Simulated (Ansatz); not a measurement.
The cell is CdSiP2 (I-42d) from a database of computed structures; cell and atoms were relaxed with r2SCAN. It is tetragonal, I-42d (No. 122); a = 5.694 Å, c = 10.484 Å in the conventional setting, 21.24 Å³ an atom. Cd has 4 P at 2.57 Å; Si has 4 P at 2.26 Å; P has 2 Si at 2.26 Å and 2 Cd at 2.57 Å.

```yaml
crystal:
  lattice:
    - [-2.84686, 2.84686, 5.24206]
    - [2.84686, -2.84686, 5.24206]
    - [2.84686, 2.84686, -5.24206]
  atoms:
    - { symbol: Cd, position: [0.75000, 0.25000, 0.50000] }
    - { symbol: Cd, position: [0.00000, 0.00000, 0.00000] }
    - { symbol: Si, position: [0.50000, 0.50000, 0.00000] }
    - { symbol: Si, position: [0.25000, 0.75000, 0.50000] }
    - { symbol: P, position: [0.87500, 0.82884, 0.45384] }
    - { symbol: P, position: [0.17116, 0.62500, 0.04616] }
    - { symbol: P, position: [0.37500, 0.42116, 0.54616] }
    - { symbol: P, position: [0.57884, 0.12500, 0.95384] }
```

5 runs of the PAW code Ansatz on this cell differ in the functional (and in the settings that go with it). Levels are in eV from each run's valence top; v1 is the last filled band, c1 the first empty one.

Run A, mean stress +0.9 GPa (compression positive):

| point | v4 | v3 | v2 | v1 | c1 | c2 |
| --- | --- | --- | --- | --- | --- | --- |
| Γ | -2.01 | -0.27 | -0.27 | 0.00 | 1.84 | 2.50 |
| X | -0.93 | -0.93 | -0.46 | -0.46 | 2.41 | 2.41 |
| P | -0.94 | -0.94 | -0.79 | -0.79 | 3.05 | 3.05 |
| N | -1.82 | -1.62 | -0.90 | -0.53 | 3.00 | 3.35 |

Run B, mean stress 0.0 GPa (compression positive):

| point | v4 | v3 | v2 | v1 | c1 | c2 |
| --- | --- | --- | --- | --- | --- | --- |
| Γ | -1.99 | -0.27 | -0.27 | 0.00 | 1.61 | 2.26 |
| X | -0.92 | -0.92 | -0.46 | -0.46 | 2.24 | 2.24 |
| P | -0.94 | -0.94 | -0.77 | -0.77 | 2.83 | 2.83 |
| N | -1.80 | -1.61 | -0.89 | -0.52 | 2.76 | 3.13 |

Run C, mean stress +1.6 GPa (compression positive):

| point | v4 | v3 | v2 | v1 | c1 | c2 |
| --- | --- | --- | --- | --- | --- | --- |
| Γ | -1.92 | -0.27 | -0.27 | 0.00 | 1.37 | 1.94 |
| X | -0.89 | -0.89 | -0.44 | -0.44 | 1.88 | 1.88 |
| P | -0.91 | -0.91 | -0.75 | -0.75 | 2.51 | 2.51 |
| N | -1.76 | -1.56 | -0.87 | -0.51 | 2.46 | 2.79 |

Run D, mean stress -0.2 GPa (compression positive):

| point | v4 | v3 | v2 | v1 | c1 | c2 |
| --- | --- | --- | --- | --- | --- | --- |
| Γ | -2.14 | -0.28 | -0.28 | 0.00 | 2.67 | 3.43 |
| X | -0.98 | -0.98 | -0.49 | -0.49 | 3.36 | 3.36 |
| P | -1.00 | -1.00 | -0.83 | -0.83 | 3.99 | 3.99 |
| N | -1.91 | -1.71 | -0.95 | -0.56 | 3.95 | 4.34 |

Run E, mean stress -3.1 GPa (compression positive):

| point | v4 | v3 | v2 | v1 | c1 | c2 |
| --- | --- | --- | --- | --- | --- | --- |
| Γ | -1.96 | -0.27 | -0.27 | 0.00 | 1.24 | 1.74 |
| X | -0.90 | -0.90 | -0.45 | -0.45 | 1.74 | 1.74 |
| P | -0.92 | -0.92 | -0.78 | -0.78 | 2.42 | 2.42 |
| N | -1.79 | -1.59 | -0.90 | -0.53 | 2.38 | 2.71 |

Task: Match the runs to LDA, PBE, r2SCAN, DDH-PBE0, PBE0.

Result: A is DDH-PBE0, B is r2SCAN, C is PBE, D is PBE0, E is LDA. In order of the gap: LDA 1.24, PBE 1.37, r2SCAN 1.61, DDH-PBE0 1.84, PBE0 2.67 eV.

No spin polarisation and no zero-point or thermal motion.

The runs are scalar-relativistic, without spin-orbit coupling.

The program warns that its thresholds are loose for a hybrid's stress.

The meshes of the hybrids are coarse, so their gaps aren't converged to the digits shown.
